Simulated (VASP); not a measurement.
Wanted: the native input for a VASP 6.6.1 run.

| Item | Value |
| --- | --- |
| Task | single point |
| Functional | PBE |
| Potentials or basis | VASP PAW PBE potentials, release 64 (W_sv_GW, Si_GW) |
| Cutoff | 500 eV |
| k mesh | 6 × 6 × 6 |
| Occupations | gaussian, width 0.02 eV |
| Spin | no spin polarisation |
| Further INCAR settings | ALGO = Fast; EDIFF = 1e-07; NBANDS = 18 |

The structure of Si2W lies in POSCAR:

```
Si2W
1.0
   -1.6069000000      1.6069000000      3.9149500000
    1.6069000000     -1.6069000000      3.9149500000
    1.6069000000      1.6069000000     -3.9149500000
W Si
1 2
Direct
    0.0000000000      0.0000000000      0.0000000000
    0.6653000000      0.6653000000      0.0000000000
    0.3347000000      0.3347000000      0.0000000000
```

These files were run (other wordings do the same):

INCAR

```
SYSTEM = Si2W
ALGO     = Fast           ! electronic algorithm
EDIFF    = 1E-7           ! SCF threshold, eV
ENCUT    = 500            ! plane-wave cutoff, eV
GGA      = PE             ! functional
ISIF     = 2              ! what is computed and relaxed
ISMEAR   = 0              ! smearing method
LASPH    = .True.         ! aspherical terms in the spheres
LCHARG   = .True.         ! write CHGCAR
LELF     = .True.         ! ELF
LREAL    = .False.        ! projectors in reciprocal space
LVHAR    = .True.       
LWAVE    = .False.        ! write WAVECAR
NBANDS   = 18             ! bands
NELM     = 80             ! most SCF steps
PREC     = Accurate       ! precision mode
SIGMA    = 0.02           ! smearing width, eV
```

KPOINTS

```
k-points
0
Gamma
  6 6 6
  0 0 0
```

Potentials or basis: VASP PAW PBE potentials, release 64 (W_sv_GW, Si_GW).

Run with:

```sh
$ cat potpaw_PBE.64/W_sv_GW/POTCAR potpaw_PBE.64/Si_GW/POTCAR > POTCAR
$ mpirun -np 1 vasp_std > vasp.out
```

Results of the run:

- Pressure: 2.5 GPa
- Largest force: 0.074 eV/Å
- Band gap on the k mesh: none (metal or under the smearing width)

Caveat: the k mesh is coarse (spacing up to 0.46 Å⁻¹), so the values aren't converged.

Wall time 60 s on 1 thread of Intel(R) Xeon(R) Platinum 8488C (Sapphire Rapids) (shared host), peak memory 0.23 GiB.
